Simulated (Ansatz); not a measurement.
CaO (CsCl type), relaxed with r2SCAN in the plane-wave code Ansatz. It is cubic, Pm-3m (No. 221); conventional cell a = 2.903 Å, 12.24 Å³ an atom. Around Ca lie 8 O at 2.51 Å; around O lie 8 Ca at 2.51 Å.

The axes x, y and z are those of this cell:
```xyz
2
Lattice="2.9032 0.0000 0.0000 0.0000 2.9032 0.0000 0.0000 0.0000 2.9032" Properties=species:S:1:pos:R:3 pbc="T T T"
Ca    0.0000    0.0000    0.0000
O     1.4516    1.4516    1.4516
```

Unstrained: The PBE gap is indirect, 2.773 eV (M to Γ), below the direct gap of 3.076 eV at Γ. With r2SCAN the valence top lies at M and the conduction bottom at Γ, 3.276 eV higher; the smallest vertical gap, at Γ, is 3.582 eV. With HSE06 the valence top lies at M and the conduction bottom at Γ, 4.478 eV higher; the smallest vertical gap, at Γ, is 4.824 eV. Meshes: PBE 8×8×8, r2SCAN 8×8×8, HSE06 6×6×6. Strains are changes of length per length. After each strain the atoms were relaxed again with r2SCAN in this cell and within any symmetry left, so distortions that break it or need a larger cell weren't tested; points keep the names that they have in the unstrained zone. (Calculated; spin-unpolarised; the phase may be known or hypothetical.)

Task: Estimate what uniaxial -5.21 % along x, other directions held does to the gap.

Result: PBE: the gap goes from 2.773 to 2.383 eV (-0.389 eV). r2SCAN: the gap goes from 3.276 to 2.882 eV (-0.394 eV). HSE06: the gap goes from 4.478 to 4.104 eV (-0.374 eV). The r2SCAN energy rises by 43.3 meV an atom.

Task: Estimate what epitaxial +3.95 % in the plane normal to [111], free normal strain -5.39 % does to the gap.

Result: PBE: the gap goes from 2.773 to 2.893 eV (+0.120 eV). r2SCAN: the gap goes from 3.276 to 3.396 eV (+0.120 eV). HSE06: the gap goes from 4.478 to 4.594 eV (+0.116 eV). The r2SCAN energy rises by 3.3 meV an atom.

Task: Apply uniaxial +2.69 % along [111], other directions held. How far does the gap move, against the unstrained cell?

Result: PBE: the gap goes from 2.773 to 2.789 eV (+0.017 eV). r2SCAN: the gap goes from 3.276 to 3.290 eV (+0.014 eV). HSE06: the gap goes from 4.478 to 4.487 eV (+0.008 eV). The r2SCAN energy rises by 2.8 meV an atom.

The meshes of the hybrids are coarse, so their gaps aren't converged to the digits shown.
